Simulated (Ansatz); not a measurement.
# ZnO: the cost of one run

Program: Ansatz 0.2.0. Level of theory: DFT PBE, scalar-relativistic, plane waves, PAW. These are calculated values, not measurements.

**1. The structure to begin with**

The structure is orthorhombic, space group Pmmn (No. 59). Conventional cell: a = 3.350 Å, b = 10.152 Å, c = 4.752 Å, α = 90.00°, β = 90.00°, γ = 90.00°. Zn (site symmetry m) is surrounded by 4 O at 1.97 to 2.03 Å. Zn (site symmetry mm2) is surrounded by 4 O at 1.98 to 2.02 Å. Around O (site symmetry mm2) lie 4 Zn at 1.97 to 2.02 Å. O (site symmetry m) is surrounded by 4 Zn at 1.98 to 2.03 Å.

As a file:

```xyz
12
Lattice="3.3500 0.0000 0.0000 0.0000 10.1517 0.0000 0.0000 0.0000 4.7518" Properties=species:S:1:pos:R:3 pbc="T T T"
Zn    1.6750    8.6438    0.5108
Zn    1.6750    1.5078    0.5108
Zn    0.0000    0.0000    2.9048
Zn    1.6750    5.0758    1.8470
Zn    0.0000    3.5680    4.2410
Zn    0.0000    6.5837    4.2410
O     1.6750    0.0000    1.7788
O     0.0000    8.6091    4.1434
O     0.0000    1.5426    4.1434
O     1.6750    3.5332    0.6084
O     1.6750    6.6185    0.6084
O     0.0000    5.0758    2.9731
```

It is the end of an earlier relaxation with the same method, from a generated guess; it is a trial structure. At a tolerance of 0.02 Å it has space group Pmmn (No. 59); it has 13.47 Å³/atom, an uncorrected energy of -1.33 eV/atom over the elements.

**2. Bands, states and charges**

File input.yaml:

```yaml
crystal:
  lattice:
    - [3.3499669, 0.0, 0.0]
    - [0.0, 10.1516797, 0.0]
    - [0.0, 0.0, 4.7518169]
  atoms:
    - { symbol: Zn, position: [0.5, 0.851468, 0.107489] }
    - { symbol: Zn, position: [0.5, 0.148532, 0.107489] }
    - { symbol: Zn, position: [0.0, 0.0, 0.611309] }
    - { symbol: Zn, position: [0.5, 0.5, 0.388691] }
    - { symbol: Zn, position: [0.0, 0.351468, 0.892511] }
    - { symbol: Zn, position: [0.0, 0.648532, 0.892511] }
    - { symbol: O, position: [0.5, 0.0, 0.374334] }
    - { symbol: O, position: [0.0, 0.848042, 0.871963] }
    - { symbol: O, position: [0.0, 0.151958, 0.871963] }
    - { symbol: O, position: [0.5, 0.348042, 0.128037] }
    - { symbol: O, position: [0.5, 0.651958, 0.128037] }
    - { symbol: O, position: [0.0, 0.5, 0.625666] }
basis:
  ecutwfc: 420
kpoints:
  mp_grid: { grid: [8, 4, 6] }
  band_path:
    path:
      - [[0.0, 0.0, 0.0], [0.5, 0.0, 0.0], [0.5, 0.5, 0.0], [0.0, 0.5, 0.0], [0.0, 0.0, 0.0], [0.0, 0.0, 0.5], [0.5, 0.0, 0.5], [0.5, 0.5, 0.5], [0.0, 0.5, 0.5], [0.0, 0.0, 0.5]]
      - [[0.5, 0.0, 0.0], [0.5, 0.0, 0.5]]
      - [[0.0, 0.5, 0.0], [0.0, 0.5, 0.5]]
      - [[0.5, 0.5, 0.0], [0.5, 0.5, 0.5]]
    npoints: 10
hamiltonian:
  xc: pbe
scf:
  occupations: { method: gaussian, width: 0.02 }
  n_extra_bands: 30
output:
  forces: true
  stress: true
  eigenvalues: true
  populations: true
  dos: { projected: true, de: 0.02, nscf_kmesh: { grid: [12, 6, 9] } }
  bader: false
  write_density: true
  write_potential: true
  elf: true
  volumetric_format: npy
```

Launch:

```bash
$ ansatz run input.yaml --threads 4 --pin off --max-ram 8192MiB --backend cpu --events-out ev --progress --plain --runs-dir out
```

What time and memory should one allow on 4 threads of Arm Neoverse V1, shared host?

About 62 s, with a peak of 1.4 GiB.
